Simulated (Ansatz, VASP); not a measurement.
## One calculation of Cd, two programs

```
CELL_PARAMETERS angstrom
0.00000 2.10724 2.10724
2.10724 0.00000 2.10724
2.10724 2.10724 0.00000
ATOMIC_POSITIONS crystal
Cd 0.00000 0.00000 0.00000
```

Change from the starting cell: strain -0.050 along x and y, -0.050 along z, atoms carried along.

Alike in both runs: task single point; functional r2SCAN; k mesh 18 × 18 × 18; occupations gaussian, width 0.15 eV; no spin polarisation.

```csv
,VASP,Ansatz
version,VASP 6.6.1,Ansatz 0.2.0
potentials or method,"VASP PAW PBE potentials, release 64 (Cd)","scalar-relativistic, plane waves, PAW"
plane-wave cutoff (eV),520,500
valence electrons in the cell,12,20
```

|  | VASP | Ansatz | Ansatz less VASP |
| --- | --- | --- | --- |
| gap on the k mesh at the Fermi level (eV) | none | none | - |
| pressure (GPa) | 12.7 | 12.0 | -0.71 |

A gap of «none» marks a metal or a gap that the smearing closes. The two sets of potentials don't hold the same shells in valence.

Caveats: the PAW data sets were made with another functional, which shifts forces and pressure a little (VASP).
